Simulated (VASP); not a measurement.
# A VASP study of Ba (PBE + D3(BJ)): structure first, properties next

Wanted: the relaxed cell of Ba and its properties. The steps: relaxing cell and atoms (PBE + D3(BJ)), second relaxation, single point with fields (PBE + D3(BJ)), bands along the symmetry lines (PBE + D3(BJ)), total and projected DOS (PBE + D3(BJ)), volume scan with PBE + D3(BJ), fit for PBE + D3(BJ) and independent-particle dielectric function (PBE + D3(BJ)). The start is a computed cell from the Materials Project.

Calculated with VASP 6.6.1; PBE with D3(BJ); plane waves and PAW (Ba_sv).

The starting crystal is not the ambient structure of Ba; it is a model or a phase of other conditions.

## Step 1: The starting structure

Before any relaxation, the start is as follows. Symmetry: Cmcm, No. 63, orthorhombic system. Conventional cell: a = 7.184 Å, b = 5.034 Å, c = 7.190 Å, α = 90.00°, β = 90.00°, γ = 90.00°. Nearest to Ba lie 8 Ba at 4.37 to 4.41 Å.

Structure file:

```
Ba
1.0
     3.59177   -2.51690    0.00000
     3.59177    2.51690    0.00000
     0.00000    0.00000    7.19005
Ba
2
Direct
  0.74677 0.25323 0.25000
  0.25323 0.74677 0.75000
```

## Step 2: Relaxing cell and atoms (PBE + D3(BJ))

Properties are meant for the cell that this level of theory prefers, so cell and atoms are relaxed first (ISIF = 3) until forces and stress are small; EDIFFG sets the threshold. PBE, the usual starting point, adds the gradient of the density. A dispersion term adds the long-range attraction that semilocal functionals lack. D3 with Becke-Johnson damping keeps a finite attraction at short range.

The input, INCAR:

```
SYSTEM = Ba
PREC = Accurate
ENCUT = 400
EDIFF = 1E-06
NELM = 100
ISMEAR = 1
SIGMA = 0.2
LREAL = .FALSE.
ALGO = Normal
GGA = PE
IVDW = 12
NBANDS = 16
LORBIT = 11
LWAVE = .FALSE.
LCHARG = .FALSE.
KPAR = 2
IBRION = 2
NSW = 60
ISIF = 3
EDIFFG = -0.01
```

The input, POSCAR:

```
Ba
1.0
    3.5917737300     -2.5169042300      0.0000000000
    3.5917737300      2.5169042300      0.0000000000
    0.0000000000      0.0000000000      7.1900451800
Ba
2
Direct
    0.7467739700      0.2532260300      0.2500000000
    0.2532260300      0.7467739700      0.7500000000
```

The input, KPOINTS:

```
Automatic mesh
0
Gamma
7 7 4
0 0 0
```

Potentials, in the order of the species: Ba_sv (PBE family, release 64).

Launch:

```sh
$ mpirun -np 2 vasp_std
```

The program printed:

```text
[banner, memory and clock lines left out]
running    2 mpi-ranks, on    1 nodes
 distrk:  each k-point on    1 cores,    2 groups
 distr:  one band on    1 cores,    1 groups

 POSCAR found type information on POSCAR Ba
 POSCAR found :  1 types and       2 ions
 LDA part: xc-table for (Slater+PW92), standard interpolation
 POSCAR, INCAR and KPOINTS ok, starting setup
 FFT: planning ... GRIDC
 FFT: planning ... GRID_SOFT
 FFT: planning ... GRID
 WAVECAR not read
 entering main loop
       N       E                     dE             d eps       ncg     rms          rms(c)
DAV:   1     0.127973300782E+03    0.12797E+03   -0.73303E+03  1536   0.825E+02
DAV:   2     0.504122591731E+01   -0.12293E+03   -0.12053E+03  2224   0.186E+02
DAV:   3    -0.347449636515E+01   -0.85157E+01   -0.84782E+01  2216   0.516E+01
DAV:   4    -0.380534478386E+01   -0.33085E+00   -0.33058E+00  2336   0.767E+00
DAV:   5    -0.380885479416E+01   -0.35100E-02   -0.35100E-02  2120   0.778E-01    0.221E+00
DAV:   6    -0.380891597270E+01   -0.61179E-04   -0.56230E-03  2024   0.680E-01    0.132E+00
DAV:   7    -0.381023522102E+01   -0.13192E-02   -0.11871E-02  2016   0.106E+00    0.569E-02
DAV:   8    -0.381055218458E+01   -0.31696E-03   -0.56327E-04  2488   0.128E-01    0.327E-02
DAV:   9    -0.381058870198E+01   -0.36517E-04   -0.20611E-05  2072   0.243E-02    0.930E-03
DAV:  10    -0.381059283908E+01   -0.41371E-05   -0.88378E-06  1960   0.177E-02    0.219E-03
DAV:  11    -0.381059286518E+01   -0.26105E-07   -0.98903E-07  1408   0.711E-03
   1 F= -.41964856E+01 E0= -.41972885E+01  d E =-.419649E+01
 curvature:   0.00 expect dE= 0.000E+00 dE for cont linesearch  0.000E+00
 trial: gam= 0.00000 g(F)=  0.478E-04 g(S)=  0.189E-01 ort = 0.000E+00 (trialstep = 0.100E+01)
 search vector abs. value=  0.190E-01
 bond charge predicted
       N       E                     dE             d eps       ncg     rms          rms(c)
DAV:   1    -0.395961071789E+01   -0.14902E+00   -0.45408E+00  1536   0.145E+01    0.170E+00
DAV:   2    -0.385021579361E+01    0.10939E+00   -0.27827E-01  1888   0.349E+00    0.883E-01
DAV:   3    -0.380817360201E+01    0.42042E-01   -0.22550E-01  2088   0.279E+00    0.252E-01
DAV:   4    -0.380939116909E+01   -0.12176E-02   -0.12641E-02  1928   0.506E-01    0.166E-01
DAV:   5    -0.381079294528E+01   -0.14018E-02   -0.61940E-04  2056   0.157E-01    0.272E-02
DAV:   6    -0.381083619037E+01   -0.43245E-04   -0.48304E-05  2064   0.402E-02    0.483E-03
DAV:   7    -0.381083816432E+01   -0.19739E-05   -0.36677E-06  1912   0.101E-02    0.259E-03
DAV:   8    -0.381083721345E+01    0.95086E-06   -0.28625E-07  1216   0.343E-03
   2 F= -.42110637E+01 E0= -.42117883E+01  d E =-.145781E-01
[...]
3 F= -.42164677E+01 E0= -.42172561E+01  d E =-.199821E-01
[...]
4 F= -.42164931E+01 E0= -.42172904E+01  d E =-.200075E-01
[...]
5 F= -.42165861E+01 E0= -.42173911E+01  d E =-.930625E-04
[...]
6 F= -.42167909E+01 E0= -.42176195E+01  d E =-.297793E-03
[...]
7 F= -.42168680E+01 E0= -.42177401E+01  d E =-.374905E-03
[...]
8 F= -.42168911E+01 E0= -.42177505E+01  d E =-.398048E-03
 curvature:  -5.02 expect dE=-0.211E-03 dE for cont linesearch -0.111E-05
 trial: gam= 0.45935 g(F)=  0.397E-05 g(S)=  0.381E-04 ort = 0.427E-05 (trialstep = 0.293E+01)
 search vector abs. value=  0.634E-04
 bond charge predicted
       N       E                     dE             d eps       ncg     rms          rms(c)
DAV:   1    -0.380123316697E+01   -0.85288E-03   -0.64421E-02  1536   0.151E+00    0.121E-01
DAV:   2    -0.380079255558E+01    0.44061E-03   -0.15870E-03  2072   0.234E-01    0.645E-02
DAV:   3    -0.380059347996E+01    0.19908E-03   -0.52748E-04  2136   0.123E-01    0.116E-02
DAV:   4    -0.380059433751E+01   -0.85755E-06   -0.12535E-05  1968   0.202E-02    0.738E-03
DAV:   5    -0.380059441925E+01   -0.81732E-07   -0.14630E-06  1544   0.796E-03
   9 F= -.42169621E+01 E0= -.42178434E+01  d E =-.709662E-04
 trial-energy change:   -0.000071  1 .order   -0.000072   -0.000129   -0.000014
 step:   3.2934(harm=  3.2934)  dis= 0.00240  next Energy=    -4.216964 (dE=-0.725E-04)
 reached required accuracy - stopping structural energy minimisation
```

The job ended after 2.8 min (2 MPI ranks of Intel Xeon Platinum 8259CL at 2.50GHz (Skylake/Cascade Lake), shared host; peak memory 0.47 GiB).

The logs omit lines about the potential files and the build; timing stands in the text.

OUTCAR, selected parts (step 2):

```text
ion  position               nearest neighbor table
   1  0.747  0.253  0.250-   2 4.37   2 4.37   2 4.41   2 4.41
   2  0.253  0.747  0.750-   1 4.37   1 4.37   1 4.41   1 4.41

  LATTYP: Found a base centered orthorhombic cell.
 ALAT       =     5.0338084600
 B/A-ratio  =     1.4270601508
 C/A-ratio  =     1.4283509667

 Subroutine GETGRP returns: Found  8 space group operations
 (whereof  4 operations were pure point group operations)

The static configuration has the point symmetry C_2h.
 The point group associated with its full space group is D_2h.

 Found     48 irreducible k-points:

   k-points           NKPTS =     48   k-points in BZ     NKDIM =     48   number of bands    NBANDS=     16

   dimension x,y,z NGX =    30 NGY =   30 NGZ =   48
   dimension x,y,z NGXF=    60 NGYF=   60 NGZF=   96

   ENCUT  =  400.0 eV  29.40 Ry    5.42 a.u.   7.15  7.15 11.73*2*pi/ulx,y,z

   NELECT =      20.0000    total number of electrons

 k-points in reciprocal lattice and weights: Automatic mesh
   0.00000000  0.00000000  0.00000000       0.005
   0.14285714  0.00000000  0.00000000       0.020
   0.28571429  0.00000000  0.00000000       0.020
   0.42857143  0.00000000  0.00000000       0.020
   0.14285714  0.14285714  0.00000000       0.010
   0.28571429  0.14285714  0.00000000       0.020
   0.42857143  0.14285714  0.00000000       0.020
  -0.42857143  0.14285714  0.00000000       0.020
  -0.28571429  0.14285714  0.00000000       0.020
[...]
0.42857143  0.42857143  0.50000000       0.010
  -0.42857143  0.42857143  0.50000000       0.010

 Edisp (eV)   -0.41651

 average (electrostatic) potential at core
       1 -39.1801       2 -39.1801

 E-fermi :   1.7750

 k-point     1 :       0.0000    0.0000    0.0000
  band No.  band energies     occupation
    ...
      6     -11.9290      2.00000
      7     -11.9279      2.00000
      8     -11.9273      2.00000
      9      -0.9706      2.00000
     10       0.8820      2.00000
     11       2.4561     -0.00002
     12       3.2092     -0.00000
     13       3.6667     -0.00000
     14       3.6714     -0.00000
     15       3.7113     -0.00000
    ...

 k-point     2 :       0.1429    0.0000    0.0000
  band No.  band energies     occupation
    ...
      6     -11.9692      2.00000
      7     -11.9459      2.00000
      8     -11.9349      2.00000
      9      -0.6749      2.00000
     10       1.1764      2.00019
     11       2.4629     -0.00001
     12       2.9353     -0.00000
     13       3.4791     -0.00000
     14       3.4914     -0.00000
     15       4.0102     -0.00000
    ...

 k-point     3 :       0.2857    0.0000    0.0000
  band No.  band energies     occupation
    ...
      6     -12.0016      2.00000
      7     -11.9955      2.00000
      8     -11.9524      2.00000
      9       0.0891      2.00000
     10       1.8091      0.71550
     11       2.3424     -0.00045
     12       2.4926     -0.00000
     13       2.9309     -0.00000
     14       3.0504     -0.00000
     15       4.6032     -0.00000
    ...

 Edisp (eV)   -0.41637

  Total       0.00574    -0.00316    -0.00038     0.00000     0.00000     0.00000
  in kB       0.07641    -0.04201    -0.00502     0.00000     0.00000     0.00000
  external pressure =        0.01 kB  Pullay stress =        0.00 kB

  energy-cutoff  :      400.00
  volume of cell :      120.33
      direct lattice vectors                 reciprocal lattice vectors
     3.482144897 -2.479826991 -0.000000000     0.143589659 -0.201626969 -0.000000000
     3.482144897  2.479826991  0.000000000     0.143589659  0.201626969  0.000000000
     0.000000000 -0.000000000  6.967765412     0.000000000 -0.000000000  0.143518035

 POSITION                                       TOTAL-FORCE (eV/Angst)
 -----------------------------------------------------------------------------------
      3.48214     -1.23729      1.74194         0.000000     -0.003054     -0.000000
      3.48214      1.23729      5.22582         0.000000      0.003054      0.000000
 -----------------------------------------------------------------------------------
    total drift:                               -0.000000     -0.000000      0.000000

  FREE ENERGIE OF THE ION-ELECTRON SYSTEM (eV)
  ---------------------------------------------------
  free  energy   TOTEN  =        -4.2169620911 eV

  energy  without entropy=       -4.2196058884  energy(sigma->0) =       -4.21784336

 reached required accuracy - stopping structural energy minimisation

 total charge
# of ion       s       p       d       tot
------------------------------------------
    1        2.071   5.546   0.291   7.908
    2        2.071   5.546   0.291   7.908
--------------------------------------------------
tot          4.142  11.092   0.582  15.816

[... 3 further parts left out ...]
```

CONTCAR:

```
Ba
   1.00000000000000
     3.4821448971324611   -2.4798269906106474   -0.0000000000000000
     3.4821448971324611    2.4798269906106474    0.0000000000000000
     0.0000000000000000   -0.0000000000000001    6.9677654123314303
  Ba
     2
Direct
     0.7494710125526052    0.2505289874473949    0.2500000000000000
     0.2505289874473949    0.7494710125526052    0.7500000000000000
```

The k-mesh is coarse for a metal. Harder data sets than Ba_sv exist (the GW ones), and pressures, volumes and forces can shift noticeably with them. Dispersion corrections of this kind ignore metallic screening and tend to overbind metals. The run keeps the 8 symmetry operations of its start, so it cannot find a distortion of lower symmetry.

Relaxation path:

| step | energy less that of the first step (eV) | largest force (eV/Å) | pressure (GPa) | volume (Å³) |
| --- | --- | --- | --- | --- |
| 1 | 0.0000 | 0.0222 | -0.63 | 130.00 |
| 2 | -0.0146 | 0.0206 | -0.34 | 125.25 |
| 3 | -0.0200 | 0.0190 | -0.02 | 120.68 |
| 4 | -0.0200 | 0.0188 | 0.00 | 120.35 |
| 5 | -0.0201 | 0.0176 | 0.00 | 120.34 |
| 6 | -0.0203 | 0.0127 | 0.00 | 120.32 |
| 7 | -0.0204 | 0.0037 | 0.00 | 120.28 |
| 8 | -0.0204 | 0.0064 | 0.00 | 120.29 |
| 9 | -0.0205 | 0.0031 | 0.00 | 120.33 |

| conventional cell, symmetrised | before | after | change |
| --- | --- | --- | --- |
| a (Å) | 7.184 | 6.964 | -3.1 % |
| b (Å) | 5.034 | 4.960 | -1.5 % |
| c (Å) | 7.190 | 6.968 | -3.1 % |
| volume (Å³/atom) | 65.00 | 60.17 | -7.4 % |

The atoms that moved most (Å, as changes of fractional coordinates times the final cell):

| atom | dx | dy | dz | length |
| --- | --- | --- | --- | --- |
| Ba1 | 0.000 | -0.013 | 0.000 | 0.013 |
| Ba2 | 0.000 | 0.013 | 0.000 | 0.013 |

Final coordinates:

```xyz
2
Lattice="3.4821 -2.4798 0.0000 3.4821 2.4798 0.0000 0.0000 0.0000 6.9678" Properties=species:S:1:pos:R:3 pbc="T T T"
Ba    3.4821   -1.2373    1.7419
Ba    3.4821    1.2373    5.2258
```

Numbers from this step:

```yaml
electrons: 20
bands: 16
irreducible_k_points: 48
symmetry_operations: 8
free_energy_toten: -4.217 eV
energy_at_zero_smearing: -4.218 eV
fermi_energy: 1.775 eV
pressure: 9.79e-4 GPa
metallic_judged_on_the_points_sampled: yes
scf_cycles_over_all_ionic_steps: 60
```

It ends with a largest force of 0.003 eV/Å and a pressure of 0.00 GPa.

## Step 3: Second relaxation

A relaxation keeps the plane waves of the cell it began with, so it is repeated from the new cell, on a basis made for it.

INCAR is that of step 2.

The input, POSCAR:

```
Ba
1.0
    3.4821448971     -2.4798269906      0.0000000000
    3.4821448971      2.4798269906      0.0000000000
    0.0000000000      0.0000000000      6.9677654123
Ba
2
Direct
    0.7494710126      0.2505289874      0.2500000000
    0.2505289874      0.7494710126      0.7500000000
```

KPOINTS is that of step 2.

Launch:

```sh
$ mpirun -np 2 vasp_std
```

The program printed:

```text
[... set-up lines as in an earlier step ...]
 entering main loop
       N       E                     dE             d eps       ncg     rms          rms(c)
DAV:   1     0.127778193250E+03    0.12778E+03   -0.73707E+03  1536   0.831E+02
DAV:   2     0.493020225577E+01   -0.12285E+03   -0.12042E+03  2184   0.187E+02
DAV:   3    -0.346101132962E+01   -0.83912E+01   -0.83490E+01  2256   0.517E+01
DAV:   4    -0.380009921701E+01   -0.33909E+00   -0.33902E+00  2320   0.773E+00
DAV:   5    -0.380227423279E+01   -0.21750E-02   -0.21750E-02  2120   0.661E-01    0.242E+00
DAV:   6    -0.379981589100E+01    0.24583E-02   -0.62702E-03  2080   0.714E-01    0.143E+00
DAV:   7    -0.379961534491E+01    0.20055E-03   -0.12762E-02  1896   0.107E+00    0.584E-02
DAV:   8    -0.379997221307E+01   -0.35687E-03   -0.67766E-04  2520   0.135E-01    0.367E-02
DAV:   9    -0.380001235489E+01   -0.40142E-04   -0.26267E-05  1968   0.301E-02    0.808E-03
DAV:  10    -0.380001360452E+01   -0.12496E-05   -0.40309E-06  2056   0.119E-02    0.366E-03
DAV:  11    -0.380001346627E+01    0.13825E-06   -0.13011E-06  1344   0.918E-03
   1 F= -.42163811E+01 E0= -.42172623E+01  d E =-.421638E+01
 curvature:   0.00 expect dE= 0.000E+00 dE for cont linesearch  0.000E+00
 trial: gam= 0.00000 g(F)=  0.131E-05 g(S)=  0.164E-05 ort = 0.000E+00 (trialstep = 0.100E+01)
 search vector abs. value=  0.295E-05
 reached required accuracy - stopping structural energy minimisation
```

Run time: 25 s. Hardware: 2 MPI ranks; peak memory 0.41 GiB; 42 s of CPU time.

From OUTCAR (step 3):

```text
  LATTYP: Found a base centered orthorhombic cell.
 ALAT       =     4.9596539812
 B/A-ratio  =     1.4041886431
 C/A-ratio  =     1.4048894215

 Found     48 irreducible k-points:

   dimension x,y,z NGX =    28 NGY =   28 NGZ =   48
   dimension x,y,z NGXF=    56 NGYF=   56 NGZF=   96

   ENCUT  =  400.0 eV  29.40 Ry    5.42 a.u.   6.97  6.97 11.36*2*pi/ulx,y,z

   NELECT =      20.0000    total number of electrons

 E-fermi :   1.7749

 k-point     1 :       0.0000    0.0000    0.0000
  band No.  band energies     occupation
    ...
      6     -11.9287      2.00000
      7     -11.9275      2.00000
      8     -11.9270      2.00000
      9      -0.9707      2.00000
     10       0.8820      2.00000
     11       2.4560     -0.00002
     12       3.2092     -0.00000
     13       3.6667     -0.00000
     14       3.6715     -0.00000
     15       3.7113     -0.00000
    ...

 k-point     2 :       0.1429    0.0000    0.0000
  band No.  band energies     occupation
    ...
      6     -11.9689      2.00000
      7     -11.9456      2.00000
      8     -11.9346      2.00000
      9      -0.6750      2.00000
     10       1.1763      2.00019
     11       2.4629     -0.00001
     12       2.9353     -0.00000
     13       3.4791     -0.00000
     14       3.4914     -0.00000
     15       4.0102     -0.00000
    ...

 Edisp (eV)   -0.41637

  Total       0.00168    -0.00683    -0.00429     0.00000     0.00000     0.00000
  in kB       0.02239    -0.09091    -0.05713     0.00000     0.00000     0.00000
  external pressure =       -0.04 kB  Pullay stress =        0.00 kB

  energy-cutoff  :      400.00
  volume of cell :      120.33
      direct lattice vectors                 reciprocal lattice vectors
     3.482144897 -2.479826991  0.000000000     0.143589659 -0.201626969  0.000000000
     3.482144897  2.479826991  0.000000000     0.143589659  0.201626969  0.000000000
     0.000000000  0.000000000  6.967765412     0.000000000  0.000000000  0.143518035

 POSITION                                       TOTAL-FORCE (eV/Angst)
 -----------------------------------------------------------------------------------
      3.48214     -1.23729      1.74194         0.000000     -0.003691      0.000000
      3.48214      1.23729      5.22582         0.000000      0.003691     -0.000000
 -----------------------------------------------------------------------------------
    total drift:                                0.000000      0.000000      0.000000

  FREE ENERGIE OF THE ION-ELECTRON SYSTEM (eV)
  ---------------------------------------------------
  free  energy   TOTEN  =        -4.2163811381 eV

  energy  without entropy=       -4.2190246656  energy(sigma->0) =       -4.21726231

[... 6 parts as in an earlier step ...]

[... 6 further parts left out ...]
```

CONTCAR:

```
Ba
   1.00000000000000
     3.4821448971000000   -2.4798269905999999    0.0000000000000000
     3.4821448971000000    2.4798269905999999    0.0000000000000000
     0.0000000000000000    0.0000000000000000    6.9677654123000003
  Ba
     2
Direct
     0.7494710125999973    0.2505289874000027    0.2500000000000000
     0.2505289874000027    0.7494710125999973    0.7500000000000000
```

Little changed from the start: no atom moved by 0.005 Å and no cell edge by 0.1 %.

This step gave:

- free energy (TOTEN): -4.216 eV
- energy at zero smearing: -4.217 eV
- pressure: -0.004188 GPa
- SCF cycles over all ionic steps: 11

It ends with a largest force of 0.004 eV/Å and a pressure of 0.00 GPa. The volume moved by under 0.01 %: the run met its threshold at the first step.

(Continued in part 2 of 4.)

[Lines on the potential files, build, host, timing and source positions are cut from VASP's logs without a mark.]

[Logs are printed without paths, hosts, clocks, repeated set-up lines and the standing remarks that a program may print on its own settings, such as how far it seeks lower states.]

[Hosts, paths, dates, database ids (printed as entryN), source tags and the programs' standing remarks are cut or masked in the printed files.]

[A measured line is paired with the nearest computed mode of its activity, which favours agreement.]

[In band tables of VASP the shares of atoms and orbitals are scaled to a sum of 1 inside the atoms' spheres.]
